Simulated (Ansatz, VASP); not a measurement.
## Two plane-wave programs on Hg

```
Hg
1.0
     3.11117    0.00000    0.00000
     0.00000    3.11117    0.00000
     0.00000    0.00000    3.11117
Hg
1
Direct
  0.00000 0.00000 0.00000
```

Alike in both runs: functional PBE; k mesh 13 × 13 × 13; occupations fermi-dirac, width 0.05 eV; no spin polarisation.

Ansatz relaxed the structure, and its values are those at the end. VASP's run is a single point on that final structure, the one shown.

```csv
,VASP,Ansatz
version,VASP 6.6.1,Ansatz 0.2.0
potentials or method,"VASP PAW PBE potentials, release 64 (Hg)","PAW with Ansatz's default frozen-core files, scalar-relativistic"
plane-wave cutoff (eV),520,420
valence electrons in the cell,12,20
```

```tsv
	VASP	Ansatz	Ansatz less VASP
pressure (GPa)	0.2	0.0	-0.20
```

With one functional, cell and mesh, what is left measures potentials, basis and numerics. The two sets of potentials don't hold the same shells in valence.

The runs have no spin-orbit coupling, so splittings on Hg are missing.
